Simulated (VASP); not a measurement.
## ZnS (Wurtzite-6H): relaxation of cell and atoms with PBE+D3(BJ)

Crystal: ZnS (Wurtzite-6H).

```
Zn S
1.0
     3.81200    0.00000    0.00000
    -1.90600    3.30129    0.00000
     0.00000    0.00000   18.68999
Zn S
6 6
Direct
  0.33333 0.66667 0.83333
  0.66667 0.33333 0.33333
  0.66667 0.33333 0.66667
  0.33333 0.66667 0.16667
  0.00000 0.00000 0.50000
  0.00000 0.00000 0.00000
  0.33333 0.66667 0.95833
  0.66667 0.33333 0.45833
  0.66667 0.33333 0.79167
  0.33333 0.66667 0.29167
  0.00000 0.00000 0.62500
  0.00000 0.00000 0.12500
```

- Program: VASP 6.6.1
- Task: relaxation of cell and atoms
- Functional: PBE
- Dispersion: D3(BJ)
- Potentials or basis: VASP PAW PBE potentials, release 64 (Zn, S)
- Cutoff: 600 eV
- k mesh: 8 × 8 × 2
- Occupations: fermi-dirac, width 0.05 eV
- Spin: no spin polarisation
- Further INCAR settings: ALGO = Normal; EDIFF = 1e-06; IBRION = 2; EDIFFG = -0.02; NSW = 60; ISIF = 3

```yaml
Relaxed_volume: 19.47 Å³/atom
Relaxed_cell: a = 3.803 Å, b = 3.803 Å, c = 18.655 Å, α = 90.00°, β = 90.00°, γ = 120.00°
Space_group_after_relaxing_to_0.05_Å: P6_3mc (No. 186)
Energy_gained_by_relaxing: 0.2 meV/atom
Ionic_steps: 5
Pressure_after_relaxing: 0.0 GPa
Largest_force_after_relaxing: 0.016 eV/Å
Band_gap_on_the_k_mesh: 2.20 eV, direct
Dispersion_energy_per_atom: -0.313 eV
```

Forces in eV/Å, atoms in the order of the input:
```
Zn   0.000  0.000 -0.004
Zn   0.000  0.000 -0.004
Zn   0.000  0.000  0.014
Zn   0.000  0.000  0.014
Zn   0.000  0.000  0.004
Zn   0.000  0.000  0.004
S    0.000  0.000 -0.016
S    0.000  0.000 -0.016
S    0.000  0.000 -0.002
S    0.000  0.000 -0.002
S    0.000  0.000  0.004
S    0.000  0.000  0.004
```

Step by step:
| step | energy change (eV) | largest force (eV/Å) | pressure (GPa) | volume (Å³) |
| --- | --- | --- | --- | --- |
| 1 | 0.0000 | 0.0336 | -0.61 | 235.20 |
| 2 | -0.0019 | 0.0206 | 0.32 | 232.67 |
| 3 | -0.0027 | 0.0259 | -0.01 | 233.66 |
| 4 | -0.0027 | 0.0253 | 0.02 | 233.61 |
| 5 | -0.0028 | 0.0155 | -0.01 | 233.62 |

Final structure:
```
Zn S
1.0
     3.80271    0.00000    0.00000
    -1.90135    3.29324    0.00000
     0.00000    0.00000   18.65491
Zn S
6 6
Direct
  0.33333 0.66667 0.83333
  0.66667 0.33333 0.33333
  0.66667 0.33333 0.66674
  0.33333 0.66667 0.16674
  0.00000 0.00000 0.50000
  0.00000 0.00000 0.00000
  0.33333 0.66667 0.95821
  0.66667 0.33333 0.45821
  0.66667 0.33333 0.79165
  0.33333 0.66667 0.29165
  0.00000 0.00000 0.62507
  0.00000 0.00000 0.12507
```

Levels at points of the mesh, in eV from the valence-band top:
```
           k point  band 51  band 52  band 53  band 54  band 55  band 56  band 57  band 58
(0.00, 0.00, 0.00)    -0.24    -0.03     0.00     0.00     2.20     3.24     3.29     3.36
(0.50, 0.00, 0.00)    -1.28    -1.28    -1.11    -0.89     3.44     3.56     3.60     3.88
(0.00, 0.00, 0.50)    -0.07    -0.07    -0.07    -0.07     2.67     2.67     3.29     3.29
(0.50, 0.00, 0.50)    -1.23    -1.23    -1.00    -1.00     3.37     3.37     3.85     3.85
```

It took 13 min on 1 thread of AMD EPYC 9R45 (Zen 5), with other jobs on the host, peak memory 0.51 GiB.

A k mesh can miss the band edges. Expect the measured gap to be larger: semilocal functionals such as PBE lack the derivative discontinuity.
